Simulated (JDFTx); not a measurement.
## Bi in JDFTx: convergence with rho ratio

Bi:

```
Bi
1.0
     2.26750    1.30914    3.93800
    -2.26750    1.30914    3.93800
     0.00000   -2.61828    3.93800
Bi
2
Direct
  0.74699 0.78427 0.77562
  0.23908 0.23575 0.20922
```

The cell isn't the ideal one: atoms moved at random, drawn with an rms of 0.1 Å.

```yaml
Program: JDFTx 1.7.0 (patched build)
Task: convergence study
Functional: PBE
Potentials_or_basis: PseudoDojo-SR-PBE-0.4-stringent with smoothed tails
Cutoff: 1225 eV
Density_cutoff: 4898 eV
k_mesh: 3 × 3 × 3
Occupations: fermi-dirac, width 0.05 eV
Spin: no spin polarisation
```

These are the settings of the first run; the series varies rho ratio, with any setting tied to it.

Hardware: 1 thread of Arm Neoverse V1, with other jobs on the host.

```
rho ratio  energy less the tightest run, at zero smearing (meV/atom)  SCF cycles  CPU time (s)  peak memory (GiB)
        4                                                       0.00          12           130               0.18
        5                                                       0.00          12           140                0.2
        6                                                       0.00          12           140                0.2
        8                                                       0.00          12           140               0.27
       10                                                       0.00          12           140               0.32
```

Against the tightest run, the energy stays within 1 meV/atom from 4 on. The tightest run that finished is the yardstick and may itself not be fully converged.

Caveat, for the tightest run too: the k mesh is coarse (spacing up to 0.56 Å⁻¹), so the values aren't converged.
